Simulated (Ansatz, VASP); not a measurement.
## One calculation of CsH, two programs

```
CELL_PARAMETERS angstrom
0.00000 3.37580 3.37580
3.37580 0.00000 3.37580
3.37580 3.37580 0.00000
ATOMIC_POSITIONS crystal
Cs 0.00000 0.00000 0.00000
H 0.25000 0.25000 0.25000
```

Alike in both runs: task single point; functional PBEsol; k mesh 6 × 6 × 6; occupations gaussian, width 0.02 eV; no spin polarisation.

|  | VASP | Ansatz |
| --- | --- | --- |
| version | VASP 6.6.1 | Ansatz 0.2.0 |
| potentials or method | VASP PAW PBE potentials, release 64 (Cs_sv, H) | scalar-relativistic, plane waves, PAW |
| plane-wave cutoff (eV) | 520 | 420 |
| valence electrons in the cell | 10 | 10 |

```csv
,VASP,Ansatz,Ansatz less VASP
gap on the k mesh at the Fermi level (eV),2.69,2.69,+0.005
least direct gap on the mesh (eV),2.75,2.75,+0.004
pressure (GPa),0.3,0.3,0.00
```

Caveats: the PAW data sets were made with another functional, which shifts forces and pressure a little (VASP); spin-orbit coupling is left out, which moves the levels of the heavy elements. A k mesh can miss the band edges. Expect the measured gap to be larger: semilocal functionals such as PBEsol lack the derivative discontinuity.
